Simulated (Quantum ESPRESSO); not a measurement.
# C (Fd-3m) in Quantum ESPRESSO: notebook

The runs below take C through band structure, with LDA, PBEsol, PBE, RPBE.

Everything below comes from runs of Quantum ESPRESSO 7.5. Logs are shortened: lines on timing, memory, paths and dates and some standing lists are left out, and cuts for length are marked.

**1. Starting point**

Symmetry: Fd-3m, No. 227, cubic system. The conventional cell has a = 3.567 Å, b = 3.567 Å, c = 3.567 Å, α = 90.00°, β = 90.00°, γ = 90.00°. C (site symmetry -43m) is surrounded by 4 C at 1.54 Å.

This isn't the form of C at room conditions, which is graphite.

**2. Band structure, LDA**

The input, pw.in:

```
&CONTROL
  calculation = 'scf'
  prefix = 'pwscf'
  outdir = './tmp'
  pseudo_dir = './pseudo'
  tprnfor = .true.
  tstress = .true.
  disk_io = 'low'
/
&SYSTEM
  ibrav = 0
  nat = 2
  ntyp = 1
  ecutwfc = 88
  nbnd = 9
  input_dft = 'pz'
  occupations = 'smearing'
  smearing = 'fd'
  degauss = 0.00367493
/
&ELECTRONS
  conv_thr = 4d-10
  electron_maxstep = 120
  mixing_beta = 0.5
/
ATOMIC_SPECIES
C     12.0110 C_ONCV_PBE-1.2.upf
CELL_PARAMETERS angstrom
   0.0000000000    1.7833700000    1.7833700000
   1.7833700000    0.0000000000    1.7833700000
   1.7833700000    1.7833700000    0.0000000000
ATOMIC_POSITIONS crystal
C      0.7500000000    0.7500000000    0.7500000000
C      0.5000000000    0.5000000000    0.5000000000
K_POINTS automatic
13 13 13 0 0 0
```

The input, bands.in:

```
&CONTROL
  calculation = 'bands'
  prefix = 'pwscf'
  outdir = './tmp'
  pseudo_dir = './pseudo'
  disk_io = 'low'
  verbosity = 'high'
/
&SYSTEM
  ibrav = 0
  nat = 2
  ntyp = 1
  ecutwfc = 88
  nbnd = 9
  input_dft = 'pz'
  occupations = 'smearing'
  smearing = 'fd'
  degauss = 0.00367493
/
&ELECTRONS
  conv_thr = 1d-08
  electron_maxstep = 120
  mixing_beta = 0.5
  diago_full_acc = .true.
  startingwfc = 'random'
/
ATOMIC_SPECIES
C     12.0110 C_ONCV_PBE-1.2.upf
CELL_PARAMETERS angstrom
   0.0000000000    1.7833700000    1.7833700000
   1.7833700000    0.0000000000    1.7833700000
   1.7833700000    1.7833700000    0.0000000000
ATOMIC_POSITIONS crystal
C      0.7500000000    0.7500000000    0.7500000000
C      0.5000000000    0.5000000000    0.5000000000
K_POINTS crystal
60
 0.0000000000  0.0000000000  0.0000000000 1
 0.0625000000  0.0000000000  0.0625000000 1
 0.1250000000  0.0000000000  0.1250000000 1
 0.1875000000  0.0000000000  0.1875000000 1
 0.2500000000  0.0000000000  0.2500000000 1
 0.3125000000  0.0000000000  0.3125000000 1
 0.3750000000  0.0000000000  0.3750000000 1
 0.4375000000  0.0000000000  0.4375000000 1
 0.5000000000  0.0000000000  0.5000000000 1
 0.5000000000  0.0625000000  0.5625000000 1
 0.5000000000  0.1250000000  0.6250000000 1
 0.5000000000  0.1875000000  0.6875000000 1
 0.5000000000  0.2500000000  0.7500000000 1
 0.4375000000  0.3125000000  0.7500000000 1
 0.3750000000  0.3750000000  0.7500000000 1
 0.3375000000  0.3375000000  0.6750000000 1
 0.3000000000  0.3000000000  0.6000000000 1
 0.2625000000  0.2625000000  0.5250000000 1
 0.2250000000  0.2250000000  0.4500000000 1
 0.1875000000  0.1875000000  0.3750000000 1
 0.1500000000  0.1500000000  0.3000000000 1
 0.1125000000  0.1125000000  0.2250000000 1
 0.0750000000  0.0750000000  0.1500000000 1
 0.0375000000  0.0375000000  0.0750000000 1
 0.0000000000  0.0000000000  0.0000000000 1
 0.0625000000  0.0625000000  0.0625000000 1
 0.1250000000  0.1250000000  0.1250000000 1
 0.1875000000  0.1875000000  0.1875000000 1
 0.2500000000  0.2500000000  0.2500000000 1
 0.3125000000  0.3125000000  0.3125000000 1
 0.3750000000  0.3750000000  0.3750000000 1
 0.4375000000  0.4375000000  0.4375000000 1
 0.5000000000  0.5000000000  0.5000000000 1
 0.5250000000  0.4500000000  0.5250000000 1
 0.5500000000  0.4000000000  0.5500000000 1
 0.5750000000  0.3500000000  0.5750000000 1
 0.6000000000  0.3000000000  0.6000000000 1
 0.6250000000  0.2500000000  0.6250000000 1
 0.5833333333  0.2500000000  0.6666666667 1
 0.5416666667  0.2500000000  0.7083333333 1
 0.5000000000  0.2500000000  0.7500000000 1
 0.5000000000  0.2857142857  0.7142857143 1
 0.5000000000  0.3214285714  0.6785714286 1
 0.5000000000  0.3571428571  0.6428571429 1
 0.5000000000  0.3928571429  0.6071428571 1
 0.5000000000  0.4285714286  0.5714285714 1
 0.5000000000  0.4642857143  0.5357142857 1
 0.5000000000  0.5000000000  0.5000000000 1
 0.4821428571  0.4821428571  0.5357142857 1
 0.4642857143  0.4642857143  0.5714285714 1
 0.4464285714  0.4464285714  0.6071428571 1
 0.4285714286  0.4285714286  0.6428571429 1
 0.4107142857  0.4107142857  0.6785714286 1
 0.3928571429  0.3928571429  0.7142857143 1
 0.3750000000  0.3750000000  0.7500000000 1
 0.6250000000  0.2500000000  0.6250000000 1
 0.5937500000  0.1875000000  0.5937500000 1
 0.5625000000  0.1250000000  0.5625000000 1
 0.5312500000  0.0625000000  0.5312500000 1
 0.5000000000  0.0000000000  0.5000000000 1
```

Potentials or basis: SG15 PBE 1.2.

On the command line:

```sh
$ OMP_NUM_THREADS=1 pw.x -in pw.in > pw.out
$ OMP_NUM_THREADS=1 pw.x -in bands.in > bands.out
```

pw.out:

```text
This program is part of the open-source Quantum ESPRESSO suite
     for quantum simulation of materials; please cite
         "P. Giannozzi et al., J. Phys.:Condens. Matter 21 395502 (2009);
         "P. Giannozzi et al., J. Phys.:Condens. Matter 29 465901 (2017);
         "P. Giannozzi et al., J. Chem. Phys. 152 154105 (2020);
     in publications or presentations arising from this work. More details at

     IMPORTANT: XC functional enforced from input :
     Exchange-correlation= PZ
                           (   1   1   0   0   0   0   0)
     Any further DFT definition will be discarded
     Please, verify this is what you really want

     Message from routine setup:
     using ibrav=0 with symmetry is DISCOURAGED, use correct ibrav instead

     G-vector sticks info
     --------------------
     sticks:   dense  smooth     PW     G-vecs:    dense   smooth      PW
     Sum         559     559    169                 8609     8609    1471

     Using Slab Decomposition

     bravais-lattice index     =            0
     lattice parameter (alat)  =       4.7660  a.u.
     unit-cell volume          =      76.5510 (a.u.)^3
     number of atoms/cell      =            2
     number of atomic types    =            1
     number of electrons       =         8.00
     number of Kohn-Sham states=            9
     kinetic-energy cutoff     =      88.0000  Ry
     charge density cutoff     =     352.0000  Ry
     scf convergence threshold =      4.0E-10
     mixing beta               =       0.5000
     number of iterations used =            8  plain     mixing
     Exchange-correlation= PZ
                           (   1   1   0   0   0   0   0)

     celldm(1)=   4.766014  celldm(2)=   0.000000  celldm(3)=   0.000000
     celldm(4)=   0.000000  celldm(5)=   0.000000  celldm(6)=   0.000000

     crystal axes: (cart. coord. in units of alat)
               a(1) = (   0.000000   0.707107   0.707107 )
               a(2) = (   0.707107   0.000000   0.707107 )
               a(3) = (   0.707107   0.707107   0.000000 )

     reciprocal axes: (cart. coord. in units 2 pi/alat)
               b(1) = ( -0.707107  0.707107  0.707107 )
               b(2) = (  0.707107 -0.707107  0.707107 )
               b(3) = (  0.707107  0.707107 -0.707107 )

     PseudoPot. # 1 for C  read from file:
     C_ONCV_PBE-1.2.upf
     Pseudo is Norm-conserving, Zval =  4.0
     Generated using ONCVPSP code by D. R. Hamann
     Using radial grid of  602 points,  4 beta functions with:
                l(1) =   0
                l(2) =   0
                l(3) =   1
                l(4) =   1

     atomic species   valence    mass     pseudopotential
     C                 4.00    12.01100     C ( 1.00)

     48 Sym. Ops., with inversion, found (24 have fractional translation)

   Cartesian axes

     site n.     atom                  positions (alat units)
         1        C      tau(   1) = (   1.0606602   1.0606602   1.0606602  )
         2        C      tau(   2) = (   0.7071068   0.7071068   0.7071068  )

     number of k points=    84  Fermi-Dirac smearing, width (Ry)=  0.0037
                       cart. coord. in units 2pi/alat
        k(    1) = (   0.0000000   0.0000000   0.0000000), wk =   0.0009103
        k(    2) = (   0.0543928   0.0543928  -0.0543928), wk =   0.0072827
        k(    3) = (   0.1087857   0.1087857  -0.1087857), wk =   0.0072827
        k(    4) = (   0.1631785   0.1631785  -0.1631785), wk =   0.0072827
        k(    5) = (   0.2175713   0.2175713  -0.2175713), wk =   0.0072827
        k(    6) = (   0.2719641   0.2719641  -0.2719641), wk =   0.0072827
[... 76 lines left out ...]
        k(   83) = (   0.0000000  -0.4351426   0.6527140), wk =   0.0218480
        k(   84) = (  -0.0543928  -0.3807498   0.7071068), wk =   0.0218480

     Dense  grid:     8609 G-vectors     FFT dimensions: (  32,  32,  32)

     Initial potential from superposition of free atoms

     starting charge       7.9861, renormalised to       8.0000
     Starting wfcs are random

     Self-consistent Calculation

     iteration #  1     ecut=    88.00 Ry     beta= 0.50
     Davidson diagonalization with overlap
     ethr =  1.00E-02,  avg # of iterations =  8.3

     total energy              =     -22.74714108 Ry
     estimated scf accuracy    <       0.10680498 Ry

     iteration #  2     ecut=    88.00 Ry     beta= 0.50
     Davidson diagonalization with overlap
     ethr =  1.34E-03,  avg # of iterations =  1.0

     total energy              =     -22.74580792 Ry
     estimated scf accuracy    <       0.01447313 Ry

     iteration #  3     ecut=    88.00 Ry     beta= 0.50
     Davidson diagonalization with overlap
     ethr =  1.81E-04,  avg # of iterations =  2.5

     total energy              =     -22.74742411 Ry
     estimated scf accuracy    <       0.00012284 Ry

     iteration #  4     ecut=    88.00 Ry     beta= 0.50
     Davidson diagonalization with overlap
     ethr =  1.54E-06,  avg # of iterations =  6.2

     total energy              =     -22.74744348 Ry
     estimated scf accuracy    <       0.00001612 Ry

     iteration #  5     ecut=    88.00 Ry     beta= 0.50
     Davidson diagonalization with overlap
     ethr =  2.01E-07,  avg # of iterations =  1.6

     total energy              =     -22.74744555 Ry
     estimated scf accuracy    <       0.00000012 Ry

     iteration #  6     ecut=    88.00 Ry     beta= 0.50
     Davidson diagonalization with overlap
     ethr =  1.54E-09,  avg # of iterations =  2.1

     total energy              =     -22.74744559 Ry
     estimated scf accuracy    <       0.00000004 Ry

     iteration #  7     ecut=    88.00 Ry     beta= 0.50
     Davidson diagonalization with overlap
     ethr =  4.61E-10,  avg # of iterations =  1.0

     End of self-consistent calculation

          k = 0.0000 0.0000 0.0000 (  1067 PWs)   bands (ev):

    -8.2256  13.3592  13.3592  13.3592  18.8873  18.8873  18.8873  26.6388
    32.1279

          k = 0.0544 0.0544-0.0544 (  1049 PWs)   bands (ev):

    -8.0610  12.2815  13.0771  13.0771  19.2556  19.2556  19.5174  26.7723
    32.4134

          k = 0.1088 0.1088-0.1088 (  1058 PWs)   bands (ev):

    -7.5687   9.9931  12.4428  12.4428  20.0861  20.0861  20.5369  27.1563
    33.0502

          k = 0.1632 0.1632-0.1632 (  1071 PWs)   bands (ev):

    -6.7541   7.3732  11.7581  11.7581  20.9184  20.9184  21.2919  27.7074
    33.5409

          k = 0.2176 0.2176-0.2176 (  1071 PWs)   bands (ev):

    -5.6301   4.7533  11.1809  11.1809  21.4568  21.4568  21.7512  28.2491
    33.7860

          k = 0.2720 0.2720-0.2720 (  1059 PWs)   bands (ev):

    -4.2318   2.3047  10.7763  10.7763  21.6740  21.6740  22.0069  28.5997
    34.1845

          k = 0.3264 0.3264-0.3264 (  1068 PWs)   bands (ev):

    -2.7452   0.2792  10.5699  10.5699  21.7194  21.7194  22.1224  28.7325
    34.7479

          k = 0.1088-0.0000 0.0000 (  1058 PWs)   bands (ev):

    -8.0061  12.5513  12.5513  12.8346  18.7066  19.8803  19.8803  26.7418
    32.5191

          k = 0.1632 0.0544-0.0544 (  1048 PWs)   bands (ev):

    -7.6231  10.7686  11.8130  12.5476  18.9519  20.8526  20.8797  26.8149
    33.0765

          k = 0.2176 0.1088-0.1088 (  1059 PWs)   bands (ev):

    -6.9160   8.2949  11.1174  11.9566  19.7185  21.7249  21.7672  26.9835
    33.6200

          k = 0.2720 0.1632-0.1632 (  1071 PWs)   bands (ev):

    -5.8947   5.6989  10.5877  11.2616  20.4792  22.2559  22.3364  27.3467
    33.9188

          k = 0.3264 0.2176-0.2176 (  1065 PWs)   bands (ev):

    -4.5835   3.2026  10.2744  10.6331  20.9648  22.4932  22.5464  27.9554
    33.9773

          k = 0.3807 0.2720-0.2720 (  1070 PWs)   bands (ev):

    -3.0787   0.9953  10.1521  10.1933  21.2460  22.3772  22.6779  28.5416
    34.1387

          k =-0.2720-0.3807 0.3807 (  1072 PWs)   bands (ev):

    -2.2930   0.0319   9.8612  10.3404  21.4873  22.1523  22.6928  28.7843
    34.2526
[... 303 lines left out ...]
    -3.9460   5.2733   6.4662   9.1213  20.5377  23.2721  24.6252  26.7165
    34.1558

          k =-0.2176-0.4351 0.6527 (  1062 PWs)   bands (ev):

    -2.5955   3.5089   5.9491   8.3397  21.4980  23.0336  25.2511  27.6332
    32.7589

          k =-0.1632-0.3807 0.5983 (  1069 PWs)   bands (ev):

    -1.1877   1.7292   5.9035   7.8278  21.7413  23.0906  26.5957  27.7632
    31.2680

          k =-0.1632-0.4895 0.7071 (  1067 PWs)   bands (ev):

    -2.1236   3.8830   5.7394   7.1473  20.4760  22.3034  25.6865  28.5792
    33.8927

          k =-0.1088-0.4351 0.6527 (  1075 PWs)   bands (ev):

    -0.7208   2.5780   5.0318   6.6310  21.3431  23.5128  25.4696  28.3247
    32.7532

          k =-0.0544-0.3807 0.5983 (  1072 PWs)   bands (ev):

    -0.0538   1.9435   4.5248   6.8037  21.7490  24.3467  26.3926  26.8796
    31.9919

          k = 0.0000-0.3264 0.5439 (  1070 PWs)   bands (ev):

    -1.2397   3.0407   4.5663   7.4485  22.2542  23.3127  25.6520  28.0556
    31.6878

          k =-0.0544-0.4895 0.7071 (  1078 PWs)   bands (ev):

    -0.0394   2.0928   5.4922   5.8764  20.7014  21.2965  27.3822  28.7261
    34.4029

          k = 0.0000-0.4351 0.6527 (  1071 PWs)   bands (ev):

     0.8797   1.5211   4.4606   6.0612  21.2918  23.4083  26.7480  27.3071
    33.5336

          k =-0.0544-0.3807 0.7071 (  1061 PWs)   bands (ev):

     0.5556   2.0142   4.5817   5.5735  23.3181  23.4650  25.4000  26.6701
    33.5178

     the Fermi energy is    15.3142 ev

!    total energy              =     -22.74744559 Ry
     estimated scf accuracy    <          3.3E-10 Ry
     smearing contrib. (-TS)   =       0.00000000 Ry
     internal energy E=F+TS    =     -22.74744559 Ry

     The total energy is F=E-TS. E is the sum of the following terms:
     one-electron contribution =       7.99771105 Ry
     hartree contribution      =       1.88695160 Ry
     xc contribution           =      -7.05741973 Ry
     ewald contribution        =     -25.57468850 Ry

     convergence has been achieved in   7 iterations

     Forces acting on atoms (cartesian axes, Ry/au):

     atom    1 type  1   force =    -0.00000000   -0.00000000   -0.00000000
     atom    2 type  1   force =     0.00000000    0.00000000    0.00000000

     Total force =     0.000000     Total SCF correction =     0.000000

     Computing stress (Cartesian axis) and pressure

          total   stress  (Ry/bohr**3)                   (kbar)     P=      -21.65
  -0.00014719   0.00000000  -0.00000000          -21.65        0.00       -0.00
   0.00000000  -0.00014719  -0.00000000            0.00      -21.65       -0.00
  -0.00000000  -0.00000000  -0.00014719           -0.00       -0.00      -21.65

=------------------------------------------------------------------------------=
   JOB DONE.
=------------------------------------------------------------------------------=
```

Run time: 13 s. Hardware: 1 thread of Arm Neoverse V1, shared host; peak memory 0.09 GiB.

What came out:

```
Free energy             : -309.4948 eV
Pressure                : -2.2 GPa
Band gap on the k mesh  : 3.94 eV, indirect (least direct gap 5.53 eV)
Band gap along the path : 3.94 eV, indirect (least direct gap 5.53 eV)
```

Levels at the corners of the path, in eV from the valence-band top:
```csv
point,band 1,band 2,band 3,band 4,band 5,band 6,band 7,band 8,band 9
Γ,-21.58,0.00,0.00,0.00,5.53,5.53,5.53,13.28,18.77
X,-12.82,-12.82,-6.35,-6.35,4.52,4.52,16.76,16.76,22.96
W,-11.99,-11.99,-8.45,-8.45,10.40,10.40,12.27,12.27,21.11
K,-12.99,-11.78,-9.46,-5.41,5.45,10.58,14.32,15.56,18.45
Γ,-21.58,0.00,0.00,0.00,5.53,5.53,5.53,13.28,18.77
L,-15.73,-13.52,-2.82,-2.82,8.36,8.36,8.78,15.39,21.51
U,-12.99,-11.78,-9.46,-5.41,5.45,10.58,14.32,15.56,18.45
W,-11.99,-11.99,-8.45,-8.45,10.40,10.40,12.27,12.27,21.11
L,-15.73,-13.52,-2.82,-2.82,8.36,8.36,8.78,15.39,21.51
K,-12.99,-11.78,-9.46,-5.41,5.45,10.58,14.32,15.56,18.45
U,-12.99,-11.78,-9.46,-5.41,5.45,10.58,14.32,15.56,18.45
X,-12.82,-12.82,-6.35,-6.35,4.52,4.52,16.76,16.76,22.96
```

Caveat: the potentials were made for another functional, which shifts forces and pressure. As with any semilocal functional, this LDA gap is likely too small.

**3. Band structure, PBEsol**

pw.in: that of step 2 with these lines changed.

```diff
@@ -15,3 +15,3 @@
   nbnd = 9
-  input_dft = 'pz'
+  input_dft = 'pbesol'
   occupations = 'smearing'
```

bands.in: that of step 2 with these lines changed.

```diff
@@ -14,3 +14,3 @@
   nbnd = 9
-  input_dft = 'pz'
+  input_dft = 'pbesol'
   occupations = 'smearing'
```

Potentials or basis: SG15 PBE 1.2.

On the command line:

```sh
$ OMP_NUM_THREADS=1 pw.x -in pw.in > pw.out
$ OMP_NUM_THREADS=1 pw.x -in bands.in > bands.out
```

Wall time 13 s (1 thread of Arm Neoverse V1, shared host); peak memory 0.09 GiB.

Results (log left out):

```
Free energy             : -309.4310 eV
Pressure                : -2.7 GPa
Band gap on the k mesh  : 4.00 eV, indirect (least direct gap 5.54 eV)
Band gap along the path : 4.00 eV, indirect (least direct gap 5.54 eV)
```

Levels at the corners of the path, in eV from the valence-band top:
| point | band 1 | band 2 | band 3 | band 4 | band 5 | band 6 | band 7 | band 8 | band 9 |
| --- | --- | --- | --- | --- | --- | --- | --- | --- | --- |
| Γ | -21.55 | 0.00 | 0.00 | 0.00 | 5.54 | 5.54 | 5.54 | 13.31 | 18.92 |
| X | -12.80 | -12.80 | -6.34 | -6.34 | 4.59 | 4.59 | 16.75 | 16.75 | 23.03 |
| W | -11.98 | -11.98 | -8.42 | -8.42 | 10.46 | 10.46 | 12.28 | 12.28 | 21.16 |
| K | -12.98 | -11.76 | -9.43 | -5.40 | 5.52 | 10.62 | 14.32 | 15.57 | 18.51 |
| Γ | -21.55 | 0.00 | 0.00 | 0.00 | 5.54 | 5.54 | 5.54 | 13.31 | 18.92 |
| L | -15.72 | -13.48 | -2.81 | -2.81 | 8.38 | 8.38 | 8.81 | 15.46 | 21.61 |
| U | -12.98 | -11.76 | -9.43 | -5.40 | 5.52 | 10.62 | 14.32 | 15.57 | 18.51 |
| W | -11.98 | -11.98 | -8.42 | -8.42 | 10.46 | 10.46 | 12.28 | 12.28 | 21.16 |
| L | -15.72 | -13.48 | -2.81 | -2.81 | 8.38 | 8.38 | 8.81 | 15.46 | 21.61 |
| K | -12.98 | -11.76 | -9.43 | -5.40 | 5.52 | 10.62 | 14.32 | 15.57 | 18.51 |
| U | -12.98 | -11.76 | -9.43 | -5.40 | 5.52 | 10.62 | 14.32 | 15.57 | 18.51 |
| X | -12.80 | -12.80 | -6.34 | -6.34 | 4.59 | 4.59 | 16.75 | 16.75 | 23.03 |

Caveat: the potentials were made for another functional, which shifts forces and pressure. PBEsol gaps usually lie below the measured ones, often by a third to a half.

(Part 1 of 2 ends here.)
